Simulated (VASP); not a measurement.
The system is Te2Mo.

```
Te Mo
1.0
     3.51820    0.00000    0.00000
    -1.75910    3.04685    0.00000
     0.00000    0.00000   13.97360
Te Mo
4 2
Direct
  0.66667 0.33333 0.37900
  0.33333 0.66667 0.87900
  0.66667 0.33333 0.12100
  0.33333 0.66667 0.62100
  0.66667 0.33333 0.75000
  0.33333 0.66667 0.25000
```

| Property | Result |
| --- | --- |
| Program | VASP 6.6.1 |
| Task | single point |
| Functional | PBEsol |
| Potentials or basis | VASP PAW PBE potentials, release 64 (Te, Mo_sv) |
| Cutoff | 520 eV |
| k mesh | 9 × 9 × 2 |
| Occupations | fermi-dirac, width 0.05 eV |
| Spin | no spin polarisation |

On this cell: pressure -1.0 GPa; largest force 0.061 eV/Å; band gap on the k mesh 0.75 eV, indirect (least direct gap 1.04 eV).

The same run follows on a disturbed copy (atoms moved at random, drawn with an rms of 0.05 Å):

```
CELL_PARAMETERS angstrom
3.51820 0.00000 0.00000
-1.75910 3.04685 0.00000
0.00000 0.00000 13.97360
ATOMIC_POSITIONS crystal
Te 0.68221 0.35004 0.37941
Te 0.33262 0.66864 0.88013
Te 0.67577 0.34141 0.12384
Te 0.34483 0.67496 0.62304
Mo 0.65283 0.31865 0.74889
Mo 0.31947 0.65670 0.25247
```

Q: What changes?

A: The energy moves by +18.6 meV/atom; pressure 0.0 GPa; largest force 1.311 eV/Å; band gap on the k mesh 0.72 eV, indirect (least direct gap 1.01 eV).

Forces in eV/Å, atoms in the order of the input:
```
Te  -0.449 -0.584  0.403
Te  -0.120 -0.339 -0.326
Te  -0.360 -0.400 -0.097
Te  -0.335 -0.537 -0.517
Mo   0.456  0.883  0.854
Mo   0.809  0.976 -0.318
```

Stress tensor (GPa, compression positive):
```
-0.52  0.13  0.20
 0.13 -0.69  0.01
 0.20  0.01  1.17
```

Caveats: the PAW data sets were made with another functional, which shifts forces and pressure a little; spin-orbit coupling is left out, which moves the levels of the heavy elements; an odd mesh through Γ misses points on the zone boundary, where band edges often lie; this functional lacks dispersion, which binds the layers, so the pressure and a relaxed spacing across them are unreliable (some runs).
